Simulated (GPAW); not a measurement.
Crystal: GaAs.

```
CELL_PARAMETERS angstrom
0.00000 2.82685 2.82685
2.82685 0.00000 2.82685
2.82685 2.82685 0.00000
ATOMIC_POSITIONS crystal
As 0.75000 0.75000 0.75000
Ga 0.00000 0.00000 0.00000
```

Base run:

```yaml
Program: GPAW 26.7.0
Functional: WC
Potentials_or_basis: PAW data sets generated in the run's folder for this functional
Cutoff: 600 eV
Basis: pw
k_mesh: 8 × 8 × 8
Occupations: fermi-dirac, width 0.05 eV
Spin: spin-orbit coupling, no magnetisation
```

Its results: band gap on the k mesh 0.34 eV, direct; pressure 1.3 GPa.

Q: The run is repeated on the same cell with these changes: functional from WC to PBEsol; band points from 60 to 100. What comes out?

A: Band gap on the k mesh 0.40 eV, direct; pressure 1.3 GPa.

Caveats: spin-orbit coupling was added after a scalar SCF, so levels and gaps hold it while energy, forces, pressure and moments don't; this program's spin-orbit splittings come out too wide for heavy elements.

Not every run made on this cell is shown here.
